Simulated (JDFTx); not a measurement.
KBr under changes of volume

One of the cells (35.937 Å³/atom); the others are scaled copies at fixed shape and fractional positions:

```
CELL_PARAMETERS angstrom
0.00000 3.30000 3.30000
3.30000 0.00000 3.30000
3.30000 3.30000 0.00000
ATOMIC_POSITIONS crystal
Br 0.50000 0.50000 0.50000
K 0.00000 0.00000 0.00000
```

| Quantity | Value |
| --- | --- |
| Program | JDFTx 1.7.0 (patched build) |
| Functional | LDA |
| Potentials or basis | PseudoDojo-SR-LDA-0.4.1-standard with smoothed tails |
| Cutoff | 980 eV |
| Density cutoff | 7837 eV |
| k mesh | 7 × 7 × 7 |
| Occupations | fermi-dirac, width 0.05 eV |
| Spin | no spin polarisation |

| volume (Å³/atom) | energy over the lowest point (meV/atom) | pressure (GPa) | gap on the mesh (eV) |
| --- | --- | --- | --- |
| 33.781 | 0.00 | -0.8 | 4.20 |
| 34.500 | ? | ? | ? |
| 35.218 | 10.07 | -1.4 | 4.08 |
| 35.937 | 16.96 | -1.7 | 4.03 |
| 36.656 | 24.87 | -1.9 | 3.98 |
| 37.374 | 33.68 | -2.1 | 3.93 |
| 38.093 | 43.26 | -2.2 | 3.89 |

What does the run at 34.500 Å³/atom give?

Energy over the lowest point 4.36 meV/atom; pressure -1.1 GPa; gap on the mesh 4.14 eV.

Worked out: A Birch-Murnaghan fit of order 3 (a polynomial in V^(-2/3)) to the other rows has no minimum within the range. It gives 4.36 meV/atom at 34.500 Å³/atom, against the run's 4.36, and -dE/dV = -1.1 GPa, against -1.1. A straight line through the other rows of the gap, of slope -2.59 eV per unit of ln V (its deformation potential), gives 4.14 eV, against the run's 4.14.

Caveats: an odd mesh through Γ misses points on the zone boundary, where band edges often lie (some runs).

Spin-orbit coupling on Br is left out.
